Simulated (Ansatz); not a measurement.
Reactions of `C[SiH](C)O[SiH3]`.

Gas-phase electronic energies from Ansatz, PBE0-D4/def2-TZVP geometries. CBS: MP2 limit from def2 TZ/QZ plus the TZ coupled-cluster correction, frozen cores. This one scheme is used for every species. For Se outer-core shells are correlated without core-valence functions, which leaves a few kJ/mol of doubt a bond. Scalar relativity is left out up to krypton. One conformer a species, not always the lowest.

(1) Order these by ΔE at CCSD(T)/CBS, lowest first. (Estimate.)
A. `C[SiH](C)O[SiH3]` + `C[O][Al]([F])[O]C` → `C[O][Al]([F])[O][SiH3]` + `CO[SiH](C)C`
B. `C[SiH](C)O[SiH3]` + `CCCC(=O)O` → `CCCC(=O)OC` + `C[SiH2]O[SiH3]`
C. `C[SiH](C)O[SiH3]` + `OC(F)[SeH]` → `C[Se]C(O)F` + `C[SiH2]O[SiH3]`
D. `C[SiH](C)O[SiH3]` + `N=C(N)O` → `C/N=C(\N)O` + `C[SiH2]O[SiH3]`

Largest T1 diagnostic: 0.013, for `CCCC(=O)O`.

Results:

(1) A (-3.2 kcal/mol), C (+13.3 kcal/mol), D (+16.2 kcal/mol), B (+21.6 kcal/mol).
